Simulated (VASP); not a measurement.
# BaHfO3 with LDA: from relaxation to properties, part 2 of 4

Aim: relax BaHfO3, then compute properties on the relaxed cell. The start is a computed cell from the Materials Project.

VASP 6.6.1; LDA; plane waves and PAW (Ba_sv, Hf_pv, O).

So far, gap on the k-mesh (eV): step 2 (relaxing cell and atoms (LDA)) 3.53. The relaxed cell has a = 4.123 Å (conventional setting).

## Step 4: Single point with fields (LDA)

A single point on the relaxed cell gives a clean self-consistent state, with density, ELF and potential written out.

Input file INCAR:

```
SYSTEM = BaHfO3
PREC = Accurate
ENCUT = 520
EDIFF = 1E-06
NELM = 100
ISMEAR = 0
SIGMA = 0.05
LREAL = .FALSE.
ALGO = Normal
GGA = CA
NBANDS = 25
LASPH = .TRUE.
LORBIT = 11
LWAVE = .FALSE.
LCHARG = .TRUE.
ISIF = 2
LELF = .TRUE.
LVHAR = .TRUE.
```

Input file POSCAR:

```
BaHfO3
1.0
    4.1228475800      0.0000000000      0.0000000000
    0.0000000000      4.1228475800      0.0000000000
    0.0000000000      0.0000000000      4.1228475800
Ba Hf O
1 1 3
Direct
    0.5000000000      0.5000000000      0.5000000000
    0.0000000000      0.0000000000      0.0000000000
    0.0000000000      0.5000000000      0.0000000000
    0.5000000000      0.0000000000      0.0000000000
    0.0000000000      0.0000000000      0.5000000000
```

Input file KPOINTS:

```
Automatic mesh
0
Gamma
7 7 7
0 0 0
```

The projector-augmented-wave data sets are Ba_sv, Hf_pv and O (LDA family, release 64).

The run is started by

```
> mpirun -np 4 vasp_std
```

The log of the run:

```text
[banner, memory and clock lines left out]
running    4 mpi-ranks, on    1 nodes
 distrk:  each k-point on    4 cores,    1 groups
 distr:  one band on    1 cores,    4 groups

 POSCAR found type information on POSCAR BaHfO
 POSCAR found :  3 types and       5 ions
 LDA part: xc-table for (Slater(with rela. corr.)+CA(PZ))
 , standard interpolation
|                                                                             |
|           W    W    AA    RRRRR   N    N  II  N    N   GGGG   !!!           |
|           W    W   A  A   R    R  NN   N  II  NN   N  G    G  !!!           |
|           W    W  A    A  R    R  N N  N  II  N N  N  G       !!!           |
|           W WW W  AAAAAA  RRRRR   N  N N  II  N  N N  G  GGG   !            |
|           WW  WW  A    A  R   R   N   NN  II  N   NN  G    G                |
|           W    W  A    A  R    R  N    N  II  N    N   GGGG   !!!           |
|                                                                             |
|     The number of bands has been changed from the values supplied in        |
|     The orbitals not found in the WAVECAR file will be initialized with     |
|     random numbers, which is usually adequate. For correlated               |
|     calculations, however, you should redo the groundstate calculation.     |
|     I found NBANDS = 25. Now, NBANDS = 28.                                  |
|                                                                             |

 POSCAR, INCAR and KPOINTS ok, starting setup
 FFT: planning ... GRIDC
 FFT: planning ... GRID_SOFT
 FFT: planning ... GRID
 WAVECAR not read
 entering main loop
       N       E                     dE             d eps       ncg     rms          rms(c)
DAV:   1     0.212929018320E+03    0.21293E+03   -0.20357E+04  1120   0.130E+03
DAV:   2    -0.419677422426E+02   -0.25490E+03   -0.24485E+03  1416   0.310E+02
DAV:   3    -0.541061496793E+02   -0.12138E+02   -0.12077E+02  1416   0.642E+01
DAV:   4    -0.544317112556E+02   -0.32556E+00   -0.32518E+00  1612   0.757E+00
DAV:   5    -0.544349788734E+02   -0.32676E-02   -0.32672E-02  1372   0.723E-01    0.658E+01
DAV:   6    -0.479864252493E+02    0.64486E+01   -0.30183E+01  1200   0.311E+01    0.555E+01
DAV:   7    -0.477305102901E+02    0.25591E+00   -0.19342E+00  1284   0.845E+00    0.338E+01
DAV:   8    -0.476719543786E+02    0.58556E-01   -0.24172E-01  1284   0.349E+00    0.718E+00
DAV:   9    -0.476559690012E+02    0.15985E-01   -0.48738E-02  1304   0.146E+00    0.251E+00
DAV:  10    -0.476555140486E+02    0.45495E-03   -0.64824E-03  1364   0.461E-01    0.747E-01
DAV:  11    -0.476553755930E+02    0.13846E-03   -0.78764E-04  1324   0.158E-01    0.671E-02
DAV:  12    -0.476553770364E+02   -0.14434E-05   -0.39838E-05  1392   0.385E-02    0.119E-01
DAV:  13    -0.476553769358E+02    0.10054E-06   -0.29437E-06  1308   0.105E-02
   1 F= -.47655377E+02 E0= -.47655377E+02  d E =-.131228E-13
```

It took 4.2 s on 4 MPI ranks of Intel Xeon 6975P-C (Granite Rapids), shared host; peak memory 0.5 GiB.

Parts of OUTCAR (step 4):

```text
The static configuration has the point symmetry O_h .

 Found     20 irreducible k-points:

   k-points           NKPTS =     20   k-points in BZ     NKDIM =     20   number of bands    NBANDS=     28

   NELECT =      38.0000    total number of electrons

 E-fermi :   2.5770

 k-point     1 :       0.0000    0.0000    0.0000
  band No.  band energies     occupation
    ...
     15       1.3369      2.00000
     16       1.3369      2.00000
     17       2.2206      2.00000
     18       2.2206      2.00000
     19       2.2206      2.00000
     20       5.8596      0.00000
     21       5.8596      0.00000
     22       5.8596      0.00000
     23       6.9841      0.00000
     24       6.9841      0.00000
    ...

 k-point     2 :       0.1429    0.0000    0.0000
  band No.  band energies     occupation
    ...
     15       1.1296      2.00000
     16       1.1633      2.00000
     17       1.6717      2.00000
     18       2.1356      2.00000
     19       2.1356      2.00000
     20       5.9515      0.00000
     21       6.3845      0.00000
     22       6.3845      0.00000
     23       7.3433      0.00000
     24       7.3479      0.00000
    ...

  Total       -0.0363362     -0.0363362     -0.0363362      0.0000000      0.0000000      0.0000000
  in kB       -0.8307262     -0.8307262     -0.8307262      0.0000000      0.0000000      0.0000000
  external PRESSURE =      -0.8307262 kB  Pullay stress =       0.0000000 kB

  FREE ENERGIE OF THE ION-ELECTRON SYSTEM (eV)
  ---------------------------------------------------
  free  energy   TOTEN  =       -47.6553769358 eV

  energy  without entropy=      -47.6553769358  energy(sigma->0) =      -47.65537694

[... 9 parts as in an earlier step ...]

[... 5 further parts left out ...]
```

This step gave:

```yaml
scf_cycles: 13
bands: 28
fermi_energy: 2.577 eV
pressure: -0.08307 GPa
```

Valence electrons inside each PAW sphere by angular momentum. Sphere charges, by row:

| atom | s (e) | p (e) | d (e) | tot (e) |
| --- | --- | --- | --- | --- |
| Ba1 | 2.002 | 5.623 | 0.304 | 7.929 |
| Hf2 | 0.354 | 6.79 | 1.607 | 8.751 |
| O3 | 1.549 | 3.492 | 0 | 5.041 |
| O4 | 1.549 | 3.492 | 0 | 5.041 |
| O5 | 1.549 | 3.492 | 0 | 5.041 |

Valence density in the ac plane at fractional y = 0.000, with atoms of Hf and O within 0.2 Å of it. It is the smooth field of the valence electrons, not physical close to the nuclei.

Values in e/Å³, 14 rows by 14 columns, each cell a mean:
```
3.4 3.0 1.6 0.7 0.8 2.0 5.0 6.0 3.8 1.6 0.6 0.9 2.2 3.1
2.6 2.1 1.0 0.4 0.5 1.0 2.2 2.7 1.7 0.8 0.4 0.5 1.4 2.2
1.1 0.8 0.4 0.2 0.2 0.3 0.5 0.6 0.5 0.3 0.2 0.2 0.5 0.9
0.7 0.6 0.3 0.2 0.1 0.2 0.2 0.2 0.2 0.1 0.1 0.2 0.4 0.6
2.0 1.4 0.6 0.2 0.1 0.1 0.1 0.1 0.1 0.1 0.1 0.3 0.8 1.6
4.9 3.2 1.0 0.4 0.1 0.1 0.0 0.0 0.0 0.1 0.2 0.5 1.7 3.8
7.6 5.2 1.5 0.5 0.1 0.1 0.0 0.0 0.0 0.1 0.2 0.6 2.7 6.0
6.4 4.3 1.3 0.4 0.1 0.1 0.0 0.0 0.0 0.1 0.2 0.5 2.2 5.0
2.5 1.7 0.7 0.3 0.1 0.1 0.1 0.1 0.1 0.1 0.2 0.3 1.0 2.0
1.0 0.7 0.4 0.2 0.1 0.1 0.1 0.1 0.1 0.1 0.1 0.2 0.5 0.8
0.9 0.7 0.3 0.2 0.2 0.3 0.4 0.5 0.4 0.2 0.2 0.2 0.4 0.7
1.9 1.5 0.7 0.3 0.4 0.7 1.3 1.5 1.0 0.6 0.3 0.4 1.0 1.6
3.2 2.8 1.5 0.7 0.7 1.7 4.3 5.2 3.2 1.4 0.6 0.8 2.1 3.0
3.5 3.2 1.9 0.9 1.0 2.5 6.4 7.6 4.9 2.0 0.7 1.1 2.6 3.4
```
Columns run along a (4.1 Å), rows up along c (4.1 Å). Atoms in or near the plane, at fractional coordinates: Hf at (0.00, 0.00), O at (0.50, 0.00), O at (0.00, 0.50).

ELF in the ac plane at fractional y = 0.000, with atoms of Hf and O within 0.2 Å of it. It is the smooth field of the valence electrons, not physical close to the nuclei.

Values, 14 rows by 14 columns, each cell a mean:
```
0.07 0.22 0.44 0.26 0.52 0.81 0.69 0.59 0.77 0.79 0.33 0.32 0.41 0.16
0.36 0.43 0.37 0.17 0.44 0.77 0.81 0.80 0.82 0.73 0.26 0.21 0.44 0.41
0.36 0.30 0.15 0.08 0.25 0.53 0.71 0.73 0.66 0.47 0.14 0.09 0.21 0.32
0.36 0.32 0.21 0.12 0.11 0.23 0.41 0.45 0.35 0.19 0.09 0.14 0.26 0.33
0.80 0.78 0.65 0.39 0.11 0.06 0.08 0.09 0.07 0.06 0.19 0.47 0.73 0.79
0.72 0.79 0.79 0.59 0.20 0.05 0.03 0.03 0.03 0.07 0.35 0.66 0.82 0.77
0.40 0.67 0.81 0.68 0.28 0.07 0.02 0.01 0.03 0.09 0.45 0.73 0.80 0.59
0.57 0.74 0.80 0.65 0.24 0.06 0.02 0.02 0.03 0.08 0.41 0.71 0.81 0.69
0.81 0.81 0.70 0.46 0.13 0.06 0.06 0.07 0.05 0.06 0.23 0.53 0.77 0.81
0.55 0.51 0.38 0.20 0.09 0.13 0.24 0.28 0.20 0.11 0.11 0.25 0.44 0.52
0.29 0.24 0.13 0.08 0.20 0.46 0.65 0.68 0.59 0.39 0.12 0.08 0.17 0.26
0.44 0.44 0.28 0.13 0.38 0.70 0.80 0.81 0.79 0.65 0.21 0.15 0.37 0.44
0.13 0.28 0.44 0.24 0.51 0.81 0.74 0.67 0.79 0.78 0.32 0.30 0.43 0.22
0.02 0.13 0.44 0.29 0.55 0.81 0.57 0.40 0.72 0.80 0.36 0.36 0.36 0.07
```
Columns run along a (4.1 Å), rows up along c (4.1 Å). Atoms in or near the plane, at fractional coordinates: Hf at (0.00, 0.00), O at (0.50, 0.00), O at (0.00, 0.50).

Electrostatic potential energy in the ac plane at fractional y = 0.000, with atoms of Hf and O within 0.2 Å of it. With pseudopotentials it is smooth inside the atoms' cores, unlike the true potential.

Ten even steps from '0' (-51 eV) to '9' (5 eV), each cell a mean:
```
45678600278655
55678854688765
67789999999876
78899999999988
67999999999987
03899999999962
00799999999940
01899999999950
46999999999986
88999999999988
77889999999877
66789987898766
55678610378755
45678400067654
```
Columns run along a (4.1 Å; values clipped at the 3rd and 97th percentile), rows up along c (4.1 Å). Atoms in or near the plane, at fractional coordinates: Hf at (0.00, 0.00), O at (0.50, 0.00), O at (0.00, 0.50).

In this run the pressure is -0.08 GPa, small enough to go on.

## Step 5: Band structure (LDA)

Levels along the symmetry lines show where the bands peak and cross; KPOINTS_OPT computes them in the converged potential.

Input file INCAR:

```
SYSTEM = BaHfO3
PREC = Accurate
ENCUT = 520
EDIFF = 1E-06
NELM = 100
ISMEAR = 0
SIGMA = 0.05
LREAL = .FALSE.
ALGO = Normal
GGA = CA
NBANDS = 34
LASPH = .TRUE.
LORBIT = 11
LWAVE = .FALSE.
LCHARG = .FALSE.
KPAR = 4
```

POSCAR is that of step 4.

KPOINTS is that of step 4.

Input file KPOINTS_OPT:

```
Line mode
16
Line-mode
Reciprocal
  0.00000000   0.00000000   0.00000000 GAMMA
  0.00000000   0.50000000   0.00000000 X

  0.00000000   0.50000000   0.00000000 X
  0.50000000   0.50000000   0.00000000 M

  0.50000000   0.50000000   0.00000000 M
  0.00000000   0.00000000   0.00000000 GAMMA

  0.00000000   0.00000000   0.00000000 GAMMA
  0.50000000   0.50000000   0.50000000 R

  0.50000000   0.50000000   0.50000000 R
  0.00000000   0.50000000   0.00000000 X

  0.50000000   0.50000000   0.00000000 M
  0.50000000   0.50000000   0.50000000 R
```

The run is started by

```
> mpirun -np 4 vasp_std
```

The log of the run:

```text
[... set-up lines as in an earlier step ...]
 entering main loop
       N       E                     dE             d eps       ncg     rms          rms(c)
DAV:   1     0.193772873381E+03    0.19377E+03   -0.19790E+04  1360   0.108E+03
DAV:   2    -0.431474579523E+02   -0.23692E+03   -0.22710E+03  1686   0.273E+02
DAV:   3    -0.541874368095E+02   -0.11040E+02   -0.10932E+02  1690   0.528E+01
DAV:   4    -0.544326600339E+02   -0.24522E+00   -0.24492E+00  1782   0.602E+00
DAV:   5    -0.544350452085E+02   -0.23852E-02   -0.23848E-02  1626   0.601E-01    0.658E+01
DAV:   6    -0.479965924299E+02    0.64385E+01   -0.18006E+01  1418   0.256E+01    0.538E+01
DAV:   7    -0.477348147595E+02    0.26178E+00   -0.15873E+00  1652   0.664E+00    0.337E+01
DAV:   8    -0.476822586171E+02    0.52556E-01   -0.25729E-01  1620   0.334E+00    0.100E+01
DAV:   9    -0.476559286708E+02    0.26330E-01   -0.59460E-02  1552   0.144E+00    0.350E+00
DAV:  10    -0.476555242088E+02    0.40446E-03   -0.46316E-03  1630   0.367E-01    0.655E-01
DAV:  11    -0.476553742927E+02    0.14992E-03   -0.54812E-04  1610   0.125E-01    0.706E-02
DAV:  12    -0.476553776142E+02   -0.33214E-05   -0.41154E-05  1668   0.316E-02    0.161E-01
DAV:  13    -0.476553769230E+02    0.69119E-06   -0.38367E-06  1612   0.115E-02
   1 F= -.47655377E+02 E0= -.47655377E+02  d E =-.185447E-13
 Start KPOINTS_OPT (optional k-point list driver)
k-point batch [1-20\96]
       N       E                     dE             ncg
DAV:   1    -0.163952279639E+04   -0.12182E+05     1360
DAV:   2    -0.602401272989E+04   -0.43845E+04     1708
DAV:   3    -0.625155496247E+04   -0.22754E+03     1638
DAV:   4    -0.625781470359E+04   -0.62597E+01     1774
DAV:   5    -0.625787712785E+04   -0.62424E-01     1634
DAV:   6    -0.625787854694E+04   -0.14191E-02     1632
DAV:   7    -0.625787858661E+04   -0.39673E-04     1482
DAV:   8    -0.625787858788E+04   -0.12686E-05     1196
DAV:   9    -0.625787858793E+04   -0.52358E-07     1066
[...]
k-point batch [81-96\96]
       N       E                     dE             ncg
DAV:   1     0.227879130724E+04   -0.22745E+05     1088
DAV:   2    -0.141592731344E+04   -0.36947E+04     1442
DAV:   3    -0.158222412707E+04   -0.16630E+03     1390
DAV:   4    -0.158487724612E+04   -0.26531E+01     1394
DAV:   5    -0.158491378414E+04   -0.36538E-01     1378
DAV:   6    -0.158491468181E+04   -0.89767E-03     1400
DAV:   7    -0.158491470113E+04   -0.19319E-04     1348
DAV:   8    -0.158491470157E+04   -0.44252E-06      986
```

The job ended after 12 s (4 MPI ranks; peak memory 0.83 GiB; 45 s of CPU time).

Parts of OUTCAR (step 5):

```text
   k-points           NKPTS =     20   k-points in BZ     NKDIM =     20   number of bands    NBANDS=     34

   NELECT =      38.0000    total number of electrons

 E-fermi :   2.5752

 k-point     3 :       0.2857    0.0000    0.0000
  band No.  band energies     occupation
    ...
     15       0.7879      2.00000
     16       0.8216      2.00000
     17       0.9185      2.00000
     18       2.0011      2.00000
     19       2.0011      2.00000
     20       6.1864      0.00000
     21       7.5612      0.00000
     22       7.5612      0.00000
     23       8.1485      0.00000
     24       8.2494      0.00000
    ...

  Total       -0.0339706     -0.0339706     -0.0339706      0.0000000     -0.0000000      0.0000000
  in kB       -0.7766438     -0.7766438     -0.7766438      0.0000000     -0.0000000      0.0000000
  external PRESSURE =      -0.7766438 kB  Pullay stress =       0.0000000 kB

  FREE ENERGIE OF THE ION-ELECTRON SYSTEM (eV)
  ---------------------------------------------------
  free  energy   TOTEN  =       -47.6553769230 eV

  energy  without entropy=      -47.6553769230  energy(sigma->0) =      -47.65537692

[... 12 parts as in an earlier step ...]

[... 5 further parts left out ...]
```

Spin-orbit coupling is off here; with elements this heavy it splits and shifts levels by tenths of an eV or more.

Numbers from this step:

- bands: 34
- Fermi energy: 2.575 eV
- pressure: -0.07766 GPa
- least gap on mesh and path: 3.473 eV
- least direct gap on mesh and path: 3.639 eV
- valence top at k: 0.5, 0.5, 0.5

The electronic bands at the labelled points (eV, zero at the valence-band top; v1 is the highest filled band, c1 the lowest empty one):

```
          point     v4     v3     v2     v1    c1    c2    c3    c4
              Γ  -1.05  -0.17  -0.17  -0.17  3.47  3.47  3.47  4.60
0.47 of the way  -1.44  -1.23  -0.34  -0.34  3.70  4.71  4.71  5.45
              X  -1.81  -1.81  -0.47  -0.47  4.07  6.48  6.48  6.54
0.53 of the way  -1.33  -1.14  -0.78  -0.43  5.36  6.38  6.42  7.44
              M  -0.92  -0.92  -0.92  -0.08  6.37  6.37  6.79  6.98
0.53 of the way  -1.48  -1.02  -0.58  -0.54  4.87  4.88  5.02  6.40
              Γ  -1.05  -0.17  -0.17  -0.17  3.47  3.47  3.47  4.60
0.47 of the way  -2.30  -0.74  -0.74  -0.61  5.23  5.23  5.76  7.11
              R  -2.55   0.00   0.00   0.00  6.12  6.12  6.12  8.05
0.53 of the way  -2.08  -0.93  -0.64  -0.54  5.73  6.40  6.66  7.60
              X  -1.81  -1.81  -0.47  -0.47  4.07  6.48  6.48  6.54
      jump to M  -0.92  -0.92  -0.92  -0.08  6.37  6.37  6.79  6.98
0.53 of the way  -2.54  -0.47  -0.47  -0.04  6.43  6.54  6.54  7.66
              R  -2.55   0.00   0.00   0.00  6.12  6.12  6.12  8.05
```

Of the projections kept (Ba, Hf, O), the largest for each band there; the rest of the weight can lie on other orbitals:

| point | v4 | v3 | v2 | v1 | c1 | c2 | c3 | c4 |
| --- | --- | --- | --- | --- | --- | --- | --- | --- |
| Γ | O 1.00 | O 0.91 | O 0.91 | O 0.91 | Hf 0.84 | Hf 0.84 | Hf 0.84 | Ba 0.94 |
| X | O 0.76 | O 0.76 | O 0.84 | O 0.84 | Hf 1.00 | Hf 0.77 | Hf 0.77 | Ba 0.67 |
| M | O 0.73 | O 0.89 | O 0.89 | O 0.98 | Hf 0.65 | Hf 0.65 | Ba 0.70 | Ba 0.60 |
| Γ | O 1.00 | O 0.91 | O 0.91 | O 0.91 | Hf 0.84 | Hf 0.84 | Hf 0.84 | Ba 0.94 |
| R | O 0.61 | O 1.00 | O 1.00 | O 1.00 | Ba 0.81 | Ba 0.81 | Ba 0.81 | Hf 0.77 |
| X | O 0.76 | O 0.76 | O 0.84 | O 0.84 | Hf 1.00 | Hf 0.77 | Hf 0.77 | Ba 0.67 |

The path lowers the gap by 0.06 eV against the mesh alone, so a band edge lies off the mesh.

[end of part 2 of 4]

[Lines on the potential files, build, host, timing and source positions are cut from VASP's logs without a mark.]

[Logs are printed without paths, hosts, clocks, repeated set-up lines and the standing remarks that a program may print on its own settings, such as how far it seeks lower states.]

[Hosts, paths, dates, database ids (printed as entryN), source tags and the programs' standing remarks are cut or masked in the printed files.]

[A measured line is paired with the nearest computed mode of its activity, which favours agreement.]
